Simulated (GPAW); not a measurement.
Here is a GPAW 26.7.0 calculation.

run.py

```python
from ase import Atoms
from ase.dft.bandgap import bandgap
from ase.io import write
from ase.units import GPa
from gpaw import GPAW, PW

atoms = Atoms(['Mg', 'O'],
              cell=[[0.0, 2.0970013927, 2.0970013927],
                    [2.0970013927, 0.0, 2.0970013927],
                    [2.0970013927, 2.0970013927, 0.0]],
              scaled_positions=[[0.0, 0.0, 0.0],
                                [0.5, 0.5, 0.5]],
              pbc=True)

calc = GPAW(mode=PW(600),
            xc='PBE',
            kpts={'size': (9, 9, 9), 'gamma': True},
            occupations={'name': 'fermi-dirac', 'width': 0.05},
            nbands=16,
            maxiter=120,
            txt='gpaw.txt')
atoms.calc = calc
energy = atoms.get_potential_energy()
forces = atoms.get_forces()
stress = atoms.get_stress()
calc.write('gs.gpw')
write('result.traj', atoms)
print(f'Energy: {energy:.6f} eV')
print('Forces (eV/A):')
print(forces.round(4))
print('Stress (GPa):', (stress / GPa).round(3))
print('Fermi level:', round(calc.get_fermi_level(), 4), 'eV')
print(f'Gap: {bandgap(calc)[0]:.4f} eV, direct: {bandgap(calc, direct=True)[0]:.4f} eV')
```

Potentials or basis: GPAW PAW data sets (gpaw-data 1.2.1), pw.

The run is started by

```bash
$ OMP_NUM_THREADS=1 python run.py
```

(1) What does it give for the band gap on the k mesh?

(2) What does it give for the pressure?

Results:

(1) 4.89 eV, direct.

(2) 1.9 GPa.

Caveat: the cutoff is short for stress and forces, so pressures can be off by a GPa or more.

**What was measured.**

“Electronic structure of alkaline earth and post-transition metal oxides”, 2009, arxiv:0908.1581 quotes, for a bulk crystal of MgO: band gap 7.83 eV.

Measured gap of MgO: 7.83 eV (quoted in “Electronic structure of alkaline earth and post-transition metal oxides”, 2009, arxiv:0908.1581). This calculation gives 4.89 eV (-2.94 eV). The value is that of PBE, without temperature or zero-point motion. Semilocal functionals fall short of measured gaps as a rule. The cell is a database's relaxed one, not the measured one, which moves gaps too.
